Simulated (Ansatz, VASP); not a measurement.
# One calculation of Mo, two programs

```xyz
1
Lattice="2.3936 0.0000 0.0000 -1.1968 2.0729 0.0000 0.0000 0.0000 2.2007" Properties=species:S:1:pos:R:3 pbc="T T T"
Mo    0.0000    0.0000    0.0000
```

Change from the starting cell: volume scaled by 0.65, PAW files.

Alike in both runs: task single point; functional PBE; k mesh 18 × 18 × 16; occupations fermi-dirac, width 0.08 eV; no spin polarisation.

|  | VASP | Ansatz |
| --- | --- | --- |
| version | VASP 6.6.1 | Ansatz 0.2.0 |
| potentials or method | VASP PAW PBE potentials, release 64 (Mo_sv) | PAW with Ansatz's default frozen-core files, scalar-relativistic |
| plane-wave cutoff (eV) | 520 | 420 |
| valence electrons in the cell | 14 | 14 |

Ansatz gave:

- pressure (GPa): 213.4
- largest component of the traceless stress (GPa): 0.07

Question: What did VASP give for the same quantities?

Answer: Pressure (GPa): 217.9; largest component of the traceless stress (GPa): 1.80.

Caveats: the cell as given lies far from equilibrium; so large a pressure means that the cell lies far from this level's equilibrium, or that cutoff or potentials fall short (VASP).
